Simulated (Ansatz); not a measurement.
# Ni (fcc type): how the settings move a single-point run

How sensitive is a single-point run of Ni (fcc type) to its settings? A reference run comes first, then one run with altered input.

Computed with Ansatz 0.2.0 (reference: DFT, PBE, all-electron LAPW, scalar-relativistic, unless a step's input says otherwise).

### Step 1. The structure to begin with

Symmetry: Fm-3m, No. 225, cubic system. The conventional cell has a = 3.519 Å, b = 3.519 Å, c = 3.519 Å, α = 90.00°, β = 90.00°, γ = 90.00°. Ni (site symmetry m-3m) is surrounded by 12 Ni at 2.49 Å.

As a file:

```cif
data_structure
_symmetry_space_group_name_H-M 'Fm-3m'
_symmetry_Int_Tables_number 225
_cell_length_a 3.5186
_cell_length_b 3.5186
_cell_length_c 3.5186
_cell_angle_alpha 90.000
_cell_angle_beta 90.000
_cell_angle_gamma 90.000
_cell_volume 43.56
loop_
_atom_site_label
_atom_site_type_symbol
_atom_site_symmetry_multiplicity
_atom_site_Wyckoff_symbol
_atom_site_fract_x
_atom_site_fract_y
_atom_site_fract_z
_atom_site_occupancy
Ni1 Ni 4 a 0.00000 0.00000 0.00000 1
```

### Step 2. Reference

input.yaml reads:

```yaml
crystal:
  lattice:
    - [0.0, 1.7593077394, -1.7593077394]
    - [-1.7593077394, 0.0, 1.7593077394]
    - [3.5186154789, 3.5186154789, 3.5186154789]
  atoms:
    - { symbol: Ni, position: [0.0, 0.0, 0.0], spin: 1.0 }
    - { symbol: Ni, position: [0.333333333, 0.666666667, 0.333333333], spin: 1.0 }
    - { symbol: Ni, position: [0.666666667, 0.333333333, 0.666666667], spin: 1.0 }
magnetization:
  spin_polarized: true
kpoints:
  mp_grid: { grid: [19, 19, 7] }
scf:
  occupations: { method: fermi_dirac, width: 0.05 }
hamiltonian:
  xc: pbe
  pseudopotentials: { kind: all_electron, lapw: { basis_error: 0.001 } }
output:
  forces: true
  stress: true
  eigenvalues: true
```

Run with:

```
ansatz run input.yaml --threads 2 --pin off --max-ram 6144MiB --backend cpu --events-out ev --progress --plain --runs-dir out
```

From the output:

```text
[...]
Basis set: ecut = 310.4632017358432 eV, 425 PW (Γ), exchange–correlation at level 2
[...]
Magnetic group: BNS 225.116 (UNI 1618), of the structure as read, at distance tolerance 3.2e-5 Å
k-points: 250 of 2527
[...]
SCF iter   1: F=—  HF=-124148.547260 eV  |F-HF|=—  |Δ(HF+E_count)|=         —  Δρ=1.61e-2 (↑1.54e-2 ↓1.61e-2)  dr2=5.26e-3  dr2_m=7.29e-2  M=2.026 μB ∫|m|=2.173 μB  β_m=0.30  ethr=9.87e-6  ⟨swp⟩=3.6  Hψ=140028  notcnv=0
[...]
preconditioner: auto → Kerker (q_TF=auto, 2.967 Å⁻¹)  [metal: Δε(μ)=0.001 eV  Ē_g=10.569 eV  σ=0.050 eV  W_gap=0.01  n_scr=10 (ndim 8)  ℏωp=35.6 eV  f_vac=0.000  D(μ)=5.46/eV (n_scr^D=94)]
[...]
SCF iter   2: F=—  HF=-124148.566948 eV  |F-HF|=—  |Δ(HF+E_count)|=   1.97e-2  Δρ=1.15e-2 (↑1.12e-2 ↓1.15e-2)  dr2=2.86e-3  dr2_m=3.78e-2  M=2.004 μB ∫|m|=2.179 μB  β_m=0.64  ethr=9.74e-6  ⟨swp⟩=2.0  Hψ=48804  notcnv=0
[...]
SCF iter   8: F=—  HF=-124148.597923 eV  |F-HF|=—  |Δ(HF+E_count)|=   2.61e-6  Δρ=6.06e-6 (↑6.06e-6 ↓5.70e-6)  dr2=3.94e-8  dr2_m=3.42e-10  M=1.937 μB ∫|m|=2.217 μB  β_m=0.96  ethr=1.21e-10  ⟨swp⟩=3.0  Hψ=53554  notcnv=0
SCF iter   9: F=-124148.597923 eV  HF=-124148.597923 eV  |F-HF|=6.69e-10  |Δ(HF+E_count)|=   1.89e-8  Δρ=1.19e-6 (↑1.19e-6 ↓1.09e-6)  dr2=1.56e-9  dr2_m=5.79e-12  M=1.937 μB ∫|m|=2.217 μB  ethr=7.30e-11  ⟨swp⟩=2.0  Hψ=48794  notcnv=0
[...]
SCF converged after 9 iterations
Magnetization: 1.9366 μB (27.9683 up, 26.0317 down)
[...]
Free energy (F): -124148.597923 eV
[...]
E sigma→0 (E₀):  -124148.576684 eV
[...]
Fermi energy:    18.293254 eV
[...]
  P = ⅓ Tr σ = 0.0879 GPa (0.879 kbar)
[...]
```

It took 1.9 min on 2 threads of Arm Neoverse V2, shared host; peak memory 1.7 GiB.

### Step 3. Changed: mixing.algorithm msr1, mixing.beta 0.2

input.yaml: that of step 2 with these lines changed.

```diff
@@ -15,2 +15,3 @@
   occupations: { method: fermi_dirac, width: 0.05 }
+  mixing: { algorithm: msr1, beta: 0.2 }
 hamiltonian:
```

Run with:

```
ansatz run input.yaml --threads 2 --pin off --max-ram 6144MiB --backend cpu --events-out ev --progress --plain --runs-dir out
```

What it wrote, cut to the lines that bear on the results:

```text
LAPW: plane waves up to 9.027 Å⁻¹, error target 1.0e-3 eV per atom; small_component_spin mean_spin; Ni in spheres of 1.244 Å, 18 of its electrons in bands, Dirac shells []
[...]
Pseudopotentials: kind: all_electron
Pseudopotential: Ni, LAPW, valence charge 18, Koelling and Harmon's equation, gaussian nucleus
Functional definition: PBE
[...]
Crystal: 3 atoms, lattice volume = 32.672 Å³
Basis set: ecut = 310.4632017358432 eV, 425 PW (Γ), exchange–correlation at level 2
Bands: 35, of which v1, the nominal top of the filled ones, is band 27 counted from 1 (26 counted from 0)
Symmetry: 36 space group operations
Space group: Fm-3m (ITA 225), of the structure as read, at distance tolerance 3.2e-5 Å
Magnetic group: BNS 225.116 (UNI 1618), of the structure as read, at distance tolerance 3.2e-5 Å
k-points: 250 of 2527
[...]
Starting moments: Σ|m| = 3 μB on 3 of 3 sites
[...]
SCF iter   1: F=—  HF=-124148.547260 eV  |F-HF|=—  |Δ(HF+E_count)|=         —  Δρ=1.61e-2 (↑1.54e-2 ↓1.61e-2)  dr2=5.26e-3  dr2_m=7.29e-2  M=2.026 μB ∫|m|=2.173 μB  β_m=0.20  ethr=9.87e-6  ⟨swp⟩=3.6  Hψ=140028  notcnv=0
[...]
spin=Collinear: Kerker preconditioning applied to the charge; magnetization (m = ρ↑ − ρ↓) channel mixes plain (no charge-response kernel on spin).
[...]
the basis was enlarged: its passes take 1.5 MiB over the memory plan, 2 of 2 planned eigensolver slots
[...]
SCF iter   9: F=-124148.597924 eV  HF=-124148.597924 eV  |F-HF|=2.91e-11  |Δ(HF+E_count)|=   3.79e-8  Δρ=1.28e-6 (↑1.28e-6 ↓1.14e-6)  dr2=1.75e-9  dr2_m=1.02e-11  M=1.937 μB ∫|m|=2.217 μB  ethr=8.34e-11  ⟨swp⟩=2.0  Hψ=48794  notcnv=0
[...]
the search or the solves at the SCF's close seem to have found levels that the self-consistency loop had missed (the run counts 1). By its estimate they hold under 1e-12 electrons; where the run keeps them, the occupations were computed again with them
SCF converged after 9 iterations
Magnetization: 1.9366 μB (27.9683 up, 26.0317 down)
Absolute magnetization: 2.2167 μB (∫|ρ↑−ρ↓|)
Spin contamination: 0.0224 ħ² per cell (⟨S²⟩ above its minimum at these occupations)
Per-site moments (μB) at R_I (Å): [(0.6705835149235053, 1.2440184141863877), (0.6705835149235053, 1.2440184141863877), (0.6705835149235053, 1.2440184141863877)]
Free energy (F): -124148.597924 eV
[...]
E sigma→0 (E₀):  -124148.576684 eV
Entropy (-TS):   -0.042479 eV (-14.160 meV/atom)
Fermi energy:    18.293250 eV
[...]
--- Forces (eV/Å), atoms counted from 1 ---
  atom   1  Ni    -0.00000000    -0.00000000     0.00000000
  atom   2  Ni    -0.00000000     0.00000000     0.00000000
  atom   3  Ni    -0.00000000     0.00000000    -0.00000000
[...]
--- Stress (GPa, compression-positive) ---
        0.087873      -0.035425      -0.035425
       -0.035425       0.087873      -0.035425
       -0.035425      -0.035425       0.087873
  P = ⅓ Tr σ = 0.0879 GPa (0.879 kbar)
--- Band table (eV; the first three rows and the last of 500) ---
[...]
```

It took 1.8 min on 2 threads of Arm Neoverse V2, shared host; peak memory 1.7 GiB.

Energy and cycle count are those of the reference, so the change (mixing) left the result and the number of cycles as they were.

### Step 4. Side by side

```csv
run,ending,energy change,pressure (GPa),abs. moment (μB),force (eV/Å),cycles,time
reference,converged,0,0.1,2.22,0.00,9,1.9 min
"1: mixing.algorithm msr1, mixing.beta 0.2",converged,0.0 meV/atom,0.1,2.22,0.00,9,1.8 min
```

Residual by cycle in the longest SCF loop of each run; runs are numbered as in the table. The quantity is the density residual dr2, in eV.

```csv
cycle,reference,run 1
1,0.00526,0.00526
2,0.00286,0.00356
3,0.00252,0.00206
4,1.8e-4,1.8e-4
5,6.6e-5,7.3e-5
6,1.2e-6,1.6e-6
7,6.5e-8,5.9e-8
8,3.9e-8,4.5e-8
9,1.6e-9,1.7e-9
```

Energy and cycle count are those of the reference, so the change (mixing) left the result and the number of cycles as they were.
